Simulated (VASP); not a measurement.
# RbBr: restarted molecular dynamics, 2 variants

RbBr, Fm-3m (no. 225), 8 atoms in the cell. PBE, molecular dynamics; PAW potentials Rb_pv, Br (PBE set).

| Restart from | Temperature at the end (K) | The same without a restart (K) | Potential energy at the end (eV/atom) | The same without a restart (eV/atom) | Electronic steps in the first step after the restart | Time (s) |
|---|---|---|---|---|---|---|
| CONTCAR with velocities, WAVECAR read | 561.0 | 561.0 | -2.98428 | -2.98428 | 4 | 279 |
| CONTCAR with velocities, no WAVECAR | 561.0 | 561.0 | -2.98428 | -2.98428 | 14 | 268 |

Limits: 180 fs of 8 atoms are too short for converged averages.

## Input of the first row

INCAR.step1:
```
SYSTEM = RbBr
GGA      = PE             ! functional
PREC     = Normal         ! precision mode
ENCUT    = 220            ! plane-wave cutoff, eV
EDIFF    = 1E-6           ! SCF threshold, eV
NELMIN   = 4            
NELM     = 60             ! most SCF steps
ALGO     = Normal         ! electronic algorithm
LREAL    = Auto         
LASPH    = .True.         ! aspherical terms in the spheres
ISMEAR   = 0              ! smearing method
SIGMA    = 0.05           ! smearing width, eV
ISYM     = 0            
LWAVE    = .True.         ! write WAVECAR
LCHARG   = .False.        ! write CHGCAR
IBRION   = 0              ! ionic algorithm
NSW      = 30             ! ionic steps
POTIM    = 3.0            ! step
TEBEG    = 1000         
ISIF     = 2              ! what is computed and relaxed
RANDOM_SEED= 635381 0 0   
MDALGO   = 1            
ANDERSEN_PROB= 0.0          
KPAR     = 2             
```

INCAR.step2, as INCAR.step1 but for:
```
- LWAVE = .True.
+ LWAVE = .False.
```

KPOINTS:
```
k-points
0
Monkhorst-Pack
  2 2 2
```

POSCAR.step1:
```
RbBr
1.0
    6.8540000000      0.0000000000      0.0000000000
    0.0000000000      6.8540000000      0.0000000000
    0.0000000000      0.0000000000      6.8540000000
Rb Br
4 4
Direct
    0.0000000000      0.0000000000      0.0000000000
    0.0000000000      0.5000000000      0.5000000000
    0.5000000000      0.0000000000      0.5000000000
    0.5000000000      0.5000000000      0.0000000000
    0.5000000000      0.0000000000      0.0000000000
    0.5000000000      0.5000000000      0.5000000000
    0.0000000000      0.0000000000      0.5000000000
    0.0000000000      0.5000000000      0.0000000000
```

Commands (each step's output is kept before the next begins):
```
cat potpaw_PBE.64/Rb_pv/POTCAR potpaw_PBE.64/Br/POTCAR > POTCAR
cp INCAR.step1 INCAR
cp POSCAR.step1 POSCAR
mpirun -np 2 vasp_std > vasp.out
cp CONTCAR POSCAR
cp INCAR.step2 INCAR
mpirun -np 2 vasp_std > vasp.out
```

Changes of the last row against the first:
```
(step 1)
- LWAVE = True
+ LWAVE = False
```

VASP 6.6.1 took 279 s on 2 cores (Intel Xeon Platinum 8259CL @ 2.50GHz (Skylake/Cascade Lake)), a shared host.
